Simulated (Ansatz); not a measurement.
# PtS2 (P-3m1) in Ansatz: band structure with PBEsol

Aim: the band structure of PtS2 with PBEsol.

Program: Ansatz 0.2.0. These are calculated values, not measurements. Logs are shortened: lines on timing, memory, paths and dates and some standing lists are left out, and cuts for length are marked.

### Step 1. The crystal as given

Symmetry: P-3m1, No. 164, trigonal system. The conventional cell has a = 3.543 Å, b = 3.543 Å, c = 5.039 Å, α = 90.00°, β = 90.00°, γ = 120.00°. Around Pt (site symmetry -3m) lie 6 S at 2.34 Å. Around S (site symmetry 3m) lie 3 Pt at 2.34 Å.

### Step 2. Band structure, PBEsol

Contents of input.yaml:

```yaml
crystal:
  lattice:
    - [3.5432, 0.0, 0.0]
    - [-1.7716, 3.0685012107, 0.0]
    - [0.0, 0.0, 5.0388]
  atoms:
    - { symbol: Pt, position: [0.0, 0.0, 0.0] }
    - { symbol: S, position: [0.6666666667, 0.3333333333, 0.773] }
    - { symbol: S, position: [0.3333333333, 0.6666666667, 0.227] }
hamiltonian:
  xc: pbesol
  pseudopotentials: { kind: paw }
kpoints:
  mp_grid: { grid: [9, 9, 5] }
  band_path:
    path:
      - [[0.0, 0.0, 0.0], [0.5, 0.0, 0.0], [0.3333333333, 0.3333333333, 0.0], [0.0, 0.0, 0.0], [0.0, 0.0, 0.5], [0.5, 0.0, 0.5], [0.3333333333, 0.3333333333, 0.5], [0.0, 0.0, 0.5]]
      - [[0.5, 0.0, 0.5], [0.5, 0.0, 0.0]]
      - [[0.3333333333, 0.3333333333, 0.0], [0.3333333333, 0.3333333333, 0.5]]
    npoints: 14
scf:
  occupations: { method: fermi_dirac, width: 0.05 }
  n_extra_bands: 7
output:
  forces: true
  stress: true
  eigenvalues: true
  fatbands: true
```

Potentials or basis: Ansatz PAW.

Run with:

```console
> ansatz run input.yaml --threads 2 --pin off --max-ram 5632MiB --backend cpu --events-out ev --progress --plain --runs-dir out
```

The log of the run:

```text
Warning: RAYON_NUM_THREADS=2 ignored (pool sized by the plan → 2); use --threads N
scf.n_extra_bands = 7 over 15 filled bands (N_el = 30.0): the run solves 22 bands
Engine: ansatz 0.2.0, x86_64-unknown-linux-gnu
Pseudopotentials: kind: paw
Pseudopotential: Pt, paw, valence charge 18, recommended cutoff 420 eV (normal), Pt.paw.azcp
Pseudopotential: S, paw, valence charge 6, recommended cutoff 420 eV (normal), S.paw.azcp
Functional definition: PBEsol
  exchange = pbesol_x
  correlation = pbesol_c
Crystal: 3 atoms, lattice volume = 54.783 Å³
Basis set: ecut = 420 eV, 1043 PW (Γ), exchange–correlation on 48×48×72 points (8 copies of the dense FFT grid, shifted against one another)
Bands: 22, of which v1, the nominal top of the filled ones, is band 15 counted from 1 (14 counted from 0)
Symmetry: 12 space group operations
Space group: P-3m1 (ITA 164), of the structure as read, at distance tolerance 3.8e-5 Å
k-points: 50 of 405
Non-local potential: Pt, projectors of the file, l = 0: 3, l = 1: 2, l = 2: 2, l = 3: 1
Non-local potential: S, projectors of the file, l = 0: 2, l = 1: 2, l = 2: 2
PAW form: soft (Blöchl's): semilocal exchange-correlation on the pseudo side does not see the compensation charge
PAW frozen core: Pt, regenerated for the run's functional, and the local potential with it (the file was generated under x = pbe(κ = 0.804, μ = 0.2195149727645171), c = pbe(β = 0.06672455060314922))
PAW frozen core: S, regenerated for the run's functional, and the local potential with it (the file was generated under x = pbe(κ = 0.804, μ = 0.2195149727645171), c = pbe(β = 0.06672455060314922))
PAW one-centre angular grid: Pt, 590 points (default); XC on 64 Gauss nodes
PAW one-centre angular grid: S, 110 points (default); XC on 64 Gauss nodes
Initial density: superposition of atomic densities (neutral atoms: chi_scale 0, normalization atom), corrected by the library's trained network
Initial wavefunctions: pseudopotential atomic-orbital guess
Functional: x = pbesol(κ = 0.804, μ = 0.12345679012345678), c = pbesol(β = 0.046)
SCF iter   1: F=—  HF=-14154.813745 eV  |F-HF|=—  |Δ(HF+E_count)|=         —  Δρ=4.68e-3  dr2=1.77e-2  ethr=1.77e-3  ⟨swp⟩=5.7  Hψ=5638  notcnv=0  defer=31
preconditioner: auto → Resta (q_TF=auto, 2.468 Å⁻¹)  ε∞=4.8  [insulator: Δε(μ)=0.922 eV  Ē_g=12.040 eV  σ=0.050 eV  W_gap=1.00  n_scr=20 (ndim 8)  ℏωp=23.5 eV  f_vac=0.021  D(μ)=0.00/eV (n_scr^D=0)  ε∞_Penn≈4.8]
SCF iter   2: F=—  HF=-14154.810861 eV  |F-HF|=—  |Δ(HF+E_count)|=   2.88e-3  Δρ=2.49e-3  dr2=3.54e-3  ethr=5.90e-5  ⟨swp⟩=1.2  Hψ=1518  notcnv=0  defer=49
SCF iter   3: F=—  HF=-14154.810387 eV  |F-HF|=—  |Δ(HF+E_count)|=   4.74e-4  Δρ=9.86e-4  dr2=7.60e-4  ethr=1.18e-5  ⟨swp⟩=2.0  Hψ=1479  notcnv=0  defer=49
SCF iter   4: F=—  HF=-14154.810302 eV  |F-HF|=—  |Δ(HF+E_count)|=   8.59e-5  Δρ=2.90e-4  dr2=3.56e-5  ethr=2.53e-6  ⟨swp⟩=2.6  Hψ=1488  notcnv=0  defer=49
SCF iter   5: F=—  HF=-14154.810323 eV  |F-HF|=—  |Δ(HF+E_count)|=   2.16e-5  Δρ=7.56e-5  dr2=5.05e-6  ethr=1.19e-7  ⟨swp⟩=2.0  Hψ=1471  notcnv=0  defer=49
SCF iter   6: F=—  HF=-14154.810323 eV  |F-HF|=—  |Δ(HF+E_count)|=   3.32e-7  Δρ=2.20e-5  dr2=2.55e-7  ethr=1.68e-8  ⟨swp⟩=2.1  Hψ=1420  notcnv=0  defer=49
SCF iter   7: F=-14154.810323 eV  HF=-14154.810323 eV  |F-HF|=5.15e-9  |Δ(HF+E_count)|=   3.26e-7  Δρ=4.18e-6  dr2=1.43e-8  ethr=3.33e-10  ⟨swp⟩=9.8  Hψ=5271  notcnv=0
SCF 1 converged in 7 iterations: F = -14154.810323 eV  dr2 = 1.43e-8
NSCF: frozen V_eff on 129 k-points
SCF converged after 7 iterations
Free energy (F): -14154.810323 eV
Harris-Foulkes:  -14154.810323 eV  (|F-HF|=5.15e-9)
Internal energy: -14154.810315 eV  (E = F + TS)
E sigma→0 (E₀):  -14154.810319 eV
Entropy (-TS):   -0.000008 eV (-0.003 meV/atom)
Fermi energy:    11.340767 eV
--- Per-component energies (eV) ---
  E_band       = -323.672385
  E_kinetic    = 854.114406
  E_local      = -3142.370444  (includes V_loc(G=0)·N_el)
  E_nonlocal   = 258.626733
  E_hartree    = 1242.848755
  E_xc         = -454.002189
  E_vxc        = -479.044375  (∫ρ·V_xc dr)
  E_paw        = -10484.234260  (= ΣΔE_a)
  E_vpaw       = -300.698313  (= ΣTr[D̂ρ^β])
  E_aug_tail   = 0.000179  (compensation charges beyond the density's cutoff)
  E_ewald      = -2430.204375
  E_core_change = 0.410880  (= ΣΔE_core)
  E_smearing   = -0.000008  (= −TS)
  E_closure    = 0.000000  (closes the sum)
  Σ components = -14154.810323   (vs F -14154.810323, Δ=0.00e0)
--- Forces (eV/Å), atoms counted from 1 ---
  atom   1  Pt    -0.00000000     0.00000000     0.00000000
  atom   2  S      0.00000000    -0.00000000    -0.95187499
  atom   3  S     -0.00000000     0.00000000     0.95187499
  max |Σ_I F_I| component: 9.25e-18 eV/Å
--- Stress (GPa, compression-positive) ---
        6.664866       0.000000       0.000000
        0.000000       6.664866       0.000000
        0.000000       0.000000       5.848893
  P = ⅓ Tr σ = 6.3929 GPa (63.929 kbar)
--- Band table (eV; the first three rows and the last of 50) ---
  k-point 0: bands = ["-88.6956", "-42.9323", "-42.9323", "-42.7526", "-4.7210", "-1.4188", "3.7853", "3.7853", "3.9143", "6.8587", "6.8587", "9.0709", "9.7357", "9.7357", "10.7492", "13.3242", "13.3242", "15.5115", "16.4730", "18.6272", "18.6272", "22.7096"]
  k-point 1: bands = ["-88.6956", "-42.9323", "-42.9323", "-42.7526", "-4.6351", "-1.6652", "3.7921", "3.7921", "4.3192", "6.8504", "6.8504", "8.9206", "9.6687", "9.6687", "10.4108", "13.4838", "13.4838", "15.6260", "17.0989", "18.5399", "18.5399", "21.7889"]
  k-point 2: bands = ["-88.6956", "-42.9323", "-42.9323", "-42.7526", "-4.4723", "-2.0561", "3.8032", "3.8032", "5.0608", "6.8375", "6.8375", "8.4583", "9.5654", "9.5654", "10.0190", "13.7566", "13.7566", "16.0770", "17.9614", "18.3539", "18.3539", "20.4454"]
  k-point 49: bands = ["-88.6952", "-42.9491", "-42.9491", "-42.7492", "-2.3851", "-2.3851", "4.2635", "4.2717", "4.2717", "6.4501", "6.4501", "7.2197", "7.4192", "9.0150", "9.0150", "12.9556", "12.9556", "17.8640", "18.6557", "19.0021", "19.0021", "21.3077"]
```

Wall time 3.2 s (2 threads of Intel Xeon Platinum 8375C at 2.90GHz (Ice Lake), shared host); peak memory 0.41 GiB.

Results:

* Free energy: -14154.8103 eV
* Pressure: 6.4 GPa
* Largest force: 0.952 eV/Å
* Band gap on the k mesh: 0.95 eV, indirect (least direct gap 0.99 eV)
* Band gap along the path: 0.96 eV, indirect (least direct gap 1.49 eV)

Forces on the atoms (eV/Å):
```
Pt   0.000  0.000  0.000
S    0.000  0.000 -0.952
S    0.000  0.000  0.952
```

Levels at the corners of the path, in eV from the valence-band top:
```csv
point,band 11,band 12,band 13,band 14,band 15,band 16,band 17,band 18,band 19,band 20
Γ,-4.00,-1.79,-1.12,-1.12,-0.11,2.47,2.47,4.65,5.61,7.77
M,-3.42,-3.32,-3.24,-3.01,-2.34,1.76,2.85,5.43,6.38,8.09
K,-4.58,-3.69,-2.70,-1.48,-1.48,1.01,1.01,5.60,7.91,9.16
Γ,-4.00,-1.79,-1.12,-1.12,-0.11,2.47,2.47,4.65,5.61,7.77
A,-4.02,-2.52,-1.31,-1.31,-0.89,2.95,2.95,5.33,7.24,7.46
L,-3.34,-3.27,-3.11,-2.73,-1.35,2.09,2.35,5.29,5.39,7.68
H,-4.39,-3.60,-3.56,-1.87,-1.87,2.22,2.22,7.20,7.75,7.99
A,-4.02,-2.52,-1.31,-1.31,-0.89,2.95,2.95,5.33,7.24,7.46
L,-3.34,-3.27,-3.11,-2.73,-1.35,2.09,2.35,5.29,5.39,7.68
M,-3.42,-3.32,-3.24,-3.01,-2.34,1.76,2.85,5.43,6.38,8.09
K,-4.58,-3.69,-2.70,-1.48,-1.48,1.01,1.01,5.60,7.91,9.16
H,-4.39,-3.60,-3.56,-1.87,-1.87,2.22,2.22,7.20,7.75,7.99
```

Caveat: spin-orbit coupling is left out, which moves the levels of the heavy elements; the PAW data sets come from PBE, with cores solved anew for the run's functional, which leaves a small shift of forces and pressure.

### Step 3. The reference run

An earlier run on the cell as given: functional PBEsol; potentials or basis Ansatz PAW; cutoff 420 eV (not typed: the program's choice for these potentials); k mesh 9 × 9 × 5; occupations fermi-dirac, width 0.05 eV; no spin polarisation.

* Pressure: 6.4 GPa
* Largest force: 0.952 eV/Å
* Band gap on the k mesh: 0.95 eV, indirect (least direct gap 0.99 eV)
